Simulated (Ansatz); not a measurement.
CoPdO2: axial (c/a) deformation path

Method: DFT PBEsol, scalar-relativistic, plane waves, PAW (Ansatz 0.2.0). Cutoff 420 eV, Γ-centred 24×24×24 k-points, Gaussian smearing of 0.15 eV. No spin polarisation. A magnetic state may lie lower. Energies are free energies at this smearing, counted from the undisturbed cell; pressure is positive in compression.

The starting cell (relaxed at this level; with this scan's settings it stands at 0.1 GPa; it needn't be the usual structure):

```
CELL_PARAMETERS angstrom
1.40747 0.81260 5.87416
-1.40747 0.81260 5.87416
0.00000 -1.62520 5.87416
ATOMIC_POSITIONS crystal
Co 0.50000 0.50000 0.50000
Pd 0.00000 0.00000 0.00000
O 0.11257 0.11257 0.11257
O 0.88743 0.88743 0.88743
```

At fixed volume and fractional coordinates, lengths along (0.000, 0.000, 1.000) are scaled against those across it; ρ is that ratio over its starting value. The cell is metallic on the mesh throughout.

```csv
ρ,ΔE (meV/atom)
0.850,263.5
0.920,62.8
1.000,0.0
1.100,63.4
1.200,204.9
```

Q: Predict the pressure (GPa) at each point.

A:
```
    ρ  pressure (GPa)
0.850            18.1
0.920             6.4
1.000             0.1
1.100            -1.2
1.200             1.6
```

Cost: 5 runs of about 3 core-minutes in all, on Intel Xeon 6975P-C (Granite Rapids) (shared hosts).